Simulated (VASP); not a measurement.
# GaAs: relaxed cell and band gap, by functional

GaAs, F-43m (no. 216), 2 atoms in the cell.

| Functional | Volume (Å³/atom) | Change from the starting volume (fraction) | Gap, path and mesh (eV) | Time (s) |
|---|---|---|---|---|
| LDA | 22.07 | -0.023 | 0.50 | 101 |
| LDA (PW92) | 22.05 | -0.024 | 0.51 | 96 |
| LDA (VWN5) | 22.00 | -0.026 | 0.48 | 94 |
| LDA (Hedin-Lundqvist) | 22.09 | -0.022 | 0.50 | 120 |
| LDA (Wigner) | 22.79 | 0.009 | 0.28 | 162 |
| Slater exchange only | 23.51 | 0.041 | 0.05 | 177 |
| PBE | 23.75 | 0.051 | 0.15 | 149 |
| PBEsol | 22.69 | 0.005 | 0.42 | 186 |
| RPBE | 24.47 | 0.083 | 0.06 | 293 |

## Input of the first row

INCAR.step1:
```
SYSTEM = GaAs
ALGO = Normal
EDIFF = 1E-7
EDIFFG = -0.005
ENCUT = 600
GGA = CA
GGA_COMPAT = .FALSE.
IBRION = 2
ISIF = 3
ISMEAR = 0
LASPH = .TRUE.
LCHARG = .FALSE.
LREAL = .FALSE.
LWAVE = .FALSE.
NELM = 150
NSW = 60
PREC = Accurate
SIGMA = 0.02
```

INCAR.step2, as INCAR.step1 but for:
```
- NSW = 60
+ NSW = 40
```

INCAR.step3, as INCAR.step2 but for:
```
- EDIFFG = -0.005
- IBRION = 2
- ISIF = 3
- NSW = 40
+ ISIF = 2
+ NBANDS = 16
```

KPOINTS:
```
k-points
0
Gamma
  6 6 6
```

KPOINTS_OPT:
```
path GXWKGLUWLK,UX
8
line-mode
reciprocal
 0.0000000000  0.0000000000  0.0000000000  G
 0.5000000000  0.0000000000  0.5000000000  X

 0.5000000000  0.0000000000  0.5000000000  X
 0.5000000000  0.2500000000  0.7500000000  W

 0.5000000000  0.2500000000  0.7500000000  W
 0.3750000000  0.3750000000  0.7500000000  K

 0.3750000000  0.3750000000  0.7500000000  K
 0.0000000000  0.0000000000  0.0000000000  G

 0.0000000000  0.0000000000  0.0000000000  G
 0.5000000000  0.5000000000  0.5000000000  L

 0.5000000000  0.5000000000  0.5000000000  L
 0.6250000000  0.2500000000  0.6250000000  U

 0.6250000000  0.2500000000  0.6250000000  U
 0.5000000000  0.2500000000  0.7500000000  W

 0.5000000000  0.2500000000  0.7500000000  W
 0.5000000000  0.5000000000  0.5000000000  L

 0.5000000000  0.5000000000  0.5000000000  L
 0.3750000000  0.3750000000  0.7500000000  K

 0.6250000000  0.2500000000  0.6250000000  U
 0.5000000000  0.0000000000  0.5000000000  X
```

POSCAR.step1:
```
GaAs
1.0
    0.0000000000      2.8268500000      2.8268500000
    2.8268500000      0.0000000000      2.8268500000
    2.8268500000      2.8268500000      0.0000000000
As Ga
1 1
Direct
    0.7500000000      0.7500000000      0.7500000000
    0.0000000000      0.0000000000      0.0000000000
```

Commands (each step's output is kept before the next begins):
```
cat potpaw_LDA.64/As/POTCAR potpaw_LDA.64/Ga_d/POTCAR > POTCAR
cp INCAR.step1 INCAR
cp POSCAR.step1 POSCAR
mpirun -np 1 vasp_std > vasp.out
cp CONTCAR POSCAR
rm WAVECAR CHG
cp INCAR.step2 INCAR
mpirun -np 1 vasp_std > vasp.out
cp CONTCAR POSCAR
rm WAVECAR CHG
cp INCAR.step3 INCAR
mpirun -np 1 vasp_std > vasp.out
```

Changes of the last row against the first:
```
(all steps)
- GGA = CA
+ GGA = RP
- cat potpaw_LDA.64/As/POTCAR potpaw_LDA.64/Ga_d/POTCAR > POTCAR
+ cat potpaw_PBE.64/As/POTCAR potpaw_PBE.64/Ga_d/POTCAR > POTCAR
```

VASP 6.6.1 took 101 s on 1 core (AMD EPYC 7R43 (Zen 3)), a shared host.
